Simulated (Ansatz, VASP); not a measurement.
## One calculation of HfO2, two programs

File POSCAR:

```
HfO2
1.0
    0.0000000000      2.2341820386      3.3512730578
    2.2341820386      0.0000000000      3.3512730578
    2.2341820386      2.2341820386      0.0000000000
Hf O
1 2
Direct
    0.0000000000      0.0000000000      0.0000000000
    0.2500000000      0.2500000000      0.2500000000
    0.7500000000      0.7500000000      0.7500000000
```

The input INCAR.step1:

```
ALGO = Normal
EDIFF = 1E-4
ENCUT = 520
GGA = PE
ISMEAR = 0
LASPH = True
LCHARG = False
LREAL = False
LWAVE = True
NBANDS = 18
NELM = 60
PREC = Accurate
SIGMA = 0.05
```

Contents of INCAR.step2:

```
ALGO = Normal
EDIFF = 1E-6
ENCUT = 520
ISIF = 2
ISMEAR = 0
ISTART = 1
LASPH = True
LCHARG = True
LELF = True
LMIXTAU = True
LREAL = False
LVHAR = True
LWAVE = False
METAGGA = R2SCAN
NBANDS = 18
NELM = 60
PREC = Accurate
SIGMA = 0.05
```

The input KPOINTS:

```
k-points
0
Gamma
  8 8 8
```

Input for Ansatz:

```yaml
crystal:
  lattice:
    - [0.0, 2.2341820386, 3.3512730578]
    - [2.2341820386, 0.0, 3.3512730578]
    - [2.2341820386, 2.2341820386, 0.0]
  atoms:
    - { symbol: Hf, position: [0.0, 0.0, 0.0] }
    - { symbol: O, position: [0.25, 0.25, 0.25] }
    - { symbol: O, position: [0.75, 0.75, 0.75] }
basis:
  ecutwfc: 500
kpoints:
  mp_grid: { grid: [8, 8, 8] }
hamiltonian:
  xc: r2scan
scf:
  occupations: { method: gaussian, width: 0.05 }
output:
  forces: true
  stress: true
  eigenvalues: true
```

Alike in both runs: task single point; functional r2SCAN; k mesh 8 × 8 × 8; occupations gaussian, width 0.05 eV; no spin polarisation.

|  | VASP | Ansatz |
| --- | --- | --- |
| version | VASP 6.6.1 | Ansatz 0.2.0 |
| potentials or method | VASP PAW PBE potentials, release 64 (Hf_pv, O) | scalar-relativistic, plane waves, PAW |
| plane-wave cutoff (eV) | 520 | 500 |
| valence electrons in the cell | 22 | 38 |

|  | VASP | Ansatz | Ansatz less VASP |
| --- | --- | --- | --- |
| gap on the k mesh at the Fermi level (eV) | none | none | - |
| pressure (GPa) | -7.4 | -4.7 | +2.66 |
| largest component of the traceless stress (GPa) | 99.94 | 99.24 | -0.697 |

A gap of «none» marks a metal or a gap that the smearing closes. The two sets of potentials don't hold the same shells in valence.

Caveats: the PAW data sets were made with another functional, which shifts forces and pressure a little (VASP). Spin-orbit coupling is left out, which matters for the levels of Hf.
